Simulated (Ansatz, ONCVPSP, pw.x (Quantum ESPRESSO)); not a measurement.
# Hf: does the ONCV potential hold in the solid?

```
Element                 : Hf
Generator               : ONCVPSP 4.0.1.1 (patched build)
Type                    : optimised norm-conserving Vanderbilt (ONCV)
Functional              : PBE
Relativity              : scalar-relativistic
Frozen core             : [Xe] 4f14
Valence charge          : 4
Reference configuration : 5d2 6s2
Partial waves           : 6s: rc 3.20 bohr, ncon 4, nbas 7, qcut 2.4 1/bohr, 3 projectors, debl 2.4 Ha; p scattering state at 0.45 Ha: rc 3.30 bohr, ncon 5, nbas 8, qcut 2.3 1/bohr, 3 projectors, debl 3.5 Ha; 5d: rc 1.85 bohr, ncon 4, nbas 7, qcut 5.5 1/bohr, 2 projectors, debl 2.7 Ha
Local potential         : polynomial inside 1.80 bohr (lpopt 5, dvloc0 10 Ha)
Core correction         : none
```

In the p channel the program set the typed energies aside and used 0.050, 3.550, 7.050 Ha.

Atomic tests: cutoffs needed: 12 Ha and 15 Ha (the cutoffs (Ha) at which the residual kinetic energy of the hardest occupied pseudo-wave falls to 1 and 0.1 mHa per electron) The cutoffs count occupied waves only; projector 3 of the p channel, the hardest unoccupied one, needs 31 Ha at the loose tolerance.; ghost test: no bound ghost flagged; GHOST(+) flagged for s at 313.3 eV, p at 432.8 eV; configuration tests: 1 of 4 tests not solved or not reliable.

Crystal test: fcc Hf in pw.x 7.5, no spin, 13³ k-points, Fermi–Dirac smearing 0.01 Ry, cutoffs 35/140 Ry. The lattice is a test structure that the element need not adopt, and mesh and smearing are coarse.

pw.x input:

```
&control
  calculation='scf', prefix='x', pseudo_dir='./', outdir='./tmp', tstress=.true., disk_io='none'
/
&system
  ibrav=0, nat=1, ntyp=1, ecutwfc=35, ecutrho=140, nbnd=9,
  occupations='smearing', smearing='fd', degauss=0.01
/
&electrons
  conv_thr=1e-09, mixing_beta=0.4, electron_maxstep=70
/
ATOMIC_SPECIES
Hf 1.0 Hf.UPF
CELL_PARAMETERS angstrom
  0.00000000 2.24669474 2.24669474
  2.24669474 0.00000000 2.24669474
  2.24669474 2.24669474 0.00000000
ATOMIC_POSITIONS crystal
Hf 0.0000 0.0000 0.0000
K_POINTS automatic
13 13 13 0 0 0
```

```bash
pw.x < Hf.scf.in > Hf.scf.out
```

Task: How does the run end?

Result: It converges; the pressure is 0.28 GPa against -0.23 GPa from all-electron LAPW. The largest radius (3.30 bohr) exceeds half the bond length (3.00 bohr), so the spheres overlap, which is one possible source of error among others. Atomic configuration tests: 1 of 4 tests not solved or not reliable. The log shows:

```
     number of k points=    84  Fermi-Dirac smearing, width (Ry)=  0.0100
     iteration #  1     ecut=    35.00 Ry     beta= 0.40
     total energy              =      -6.05320431 Ry
     estimated scf accuracy    <       0.01481862 Ry
     iteration #  2     ecut=    35.00 Ry     beta= 0.40
     total energy              =      -6.05227829 Ry
     estimated scf accuracy    <       0.00422026 Ry
     iteration #  3     ecut=    35.00 Ry     beta= 0.40
     total energy              =      -6.05267195 Ry
     estimated scf accuracy    <       0.00004649 Ry
     iteration #  4     ecut=    35.00 Ry     beta= 0.40
     c_bands:  1 eigenvalues not converged
     c_bands:  1 eigenvalues not converged
     c_bands:  1 eigenvalues not converged
     total energy              =      -6.05269799 Ry
     estimated scf accuracy    <       0.00001115 Ry
     iteration #  5     ecut=    35.00 Ry     beta= 0.40
     total energy              =      -6.05270017 Ry
     estimated scf accuracy    <       0.00000159 Ry
     iteration #  6     ecut=    35.00 Ry     beta= 0.40
     total energy              =      -6.05270036 Ry
     estimated scf accuracy    <       0.00000010 Ry
     iteration #  7     ecut=    35.00 Ry     beta= 0.40
     total energy              =      -6.05270040 Ry
     estimated scf accuracy    <          9.6E-09 Ry
     iteration #  8     ecut=    35.00 Ry     beta= 0.40
     the Fermi energy is     8.6334 ev
!    total energy              =      -6.05270040 Ry
     estimated scf accuracy    <          8.5E-11 Ry
     smearing contrib. (-TS)   =      -0.00657931 Ry
     The total energy is F=E-TS. E is the sum of the following terms:
     one-electron contribution =       4.70336513 Ry
     hartree contribution      =       0.00990805 Ry
     xc contribution           =      -2.12019819 Ry
     ewald contribution        =      -8.63919608 Ry
     convergence has been achieved in   8 iterations
          total   stress  (Ry/bohr**3)                   (kbar)     P=        2.82
     Message from routine punch:
     Nothing written, as per user request (disk_io='none')
```
